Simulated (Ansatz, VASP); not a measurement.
Al2O3 (Corundum): VASP beside Ansatz

File INCAR:

```
  ALGO = Normal
  EDIFF = 1E-6
  ENCUT = 520
  GGA = PS
  ISIF = 2
  ISMEAR = 1
  LASPH = T
  LCHARG = T
  LELF = T
  LREAL = F
  LVHAR = T
  LWAVE = F
  NBANDS = 35
  NELM = 100
  PREC = Accurate
  SIGMA = 0.05
```

File KPOINTS:

```
k-points
0
Gamma
  5 5 5
```

The input POSCAR:

```
Al2O3
1.0
    2.3602469535      1.3626912187      4.2954660100
   -2.3602469535      1.3626912187      4.2954660100
    0.0000000000     -2.7253824374      4.2954660100
Al O
4 6
Direct
    0.3521600000      0.3521600000      0.3521600000
    0.1478400000      0.1478400000      0.1478400000
    0.6478400000      0.6478400000      0.6478400000
    0.8521600000      0.8521600000      0.8521600000
    0.5566800000      0.9433200000      0.2500000000
    0.2500000000      0.5566800000      0.9433200000
    0.9433200000      0.2500000000      0.5566800000
    0.4433200000      0.0566800000      0.7500000000
    0.7500000000      0.4433200000      0.0566800000
    0.0566800000      0.7500000000      0.4433200000
```

Input for Ansatz:

```yaml
crystal:
  lattice:
    - [2.3602469534504573, 1.3626912186996138, 4.2954660099751845]
    - [-2.3602469534504573, 1.3626912186996138, 4.2954660099751845]
    - [0.0, -2.7253824373992277, 4.2954660099751845]
  atoms:
    - { symbol: Al, position: [0.35216, 0.35216, 0.35216] }
    - { symbol: Al, position: [0.14784, 0.14784, 0.14784] }
    - { symbol: Al, position: [0.64784, 0.64784, 0.64784] }
    - { symbol: Al, position: [0.85216, 0.85216, 0.85216] }
    - { symbol: O, position: [0.55668, 0.94332, 0.25] }
    - { symbol: O, position: [0.25, 0.55668, 0.94332] }
    - { symbol: O, position: [0.94332, 0.25, 0.55668] }
    - { symbol: O, position: [0.44332, 0.05668, 0.75] }
    - { symbol: O, position: [0.75, 0.44332, 0.05668] }
    - { symbol: O, position: [0.05668, 0.75, 0.44332] }
basis:
  ecutwfc: 500.0
kpoints:
  mp_grid:
    grid: [5, 5, 5]
hamiltonian:
  xc: pbesol
  pseudopotentials:
    kind: paw
scf:
  occupations:
    method: cold
    width: 0.05
output:
  stress: true
```

Alike in both runs: task single point; functional PBEsol; k mesh 5 × 5 × 5; no spin polarisation.

|  | VASP | Ansatz |
| --- | --- | --- |
| version | VASP 6.6.1 | Ansatz 0.2.0 |
| potentials or method | VASP PAW PBE potentials, release 64 (Al, O) | plane waves, PAW |
| plane-wave cutoff (eV) | 520 | 500 |
| occupations | methfessel-paxton of order 1, width 0.05 eV | cold, width 0.05 eV |
| valence electrons in the cell | 48 | 48 |

Ansatz gave:

```
pressure (GPa)                                  : 8.4
largest component of the traceless stress (GPa) : 0.79
```

Question: Which values does VASP return?

Answer: Pressure (GPa): 8.5; largest component of the traceless stress (GPa): 0.86.

Ansatz warned: «structure_snapped_to_symmetry».

Caveats: the PAW data sets were made with another functional, which shifts forces and pressure a little (VASP).
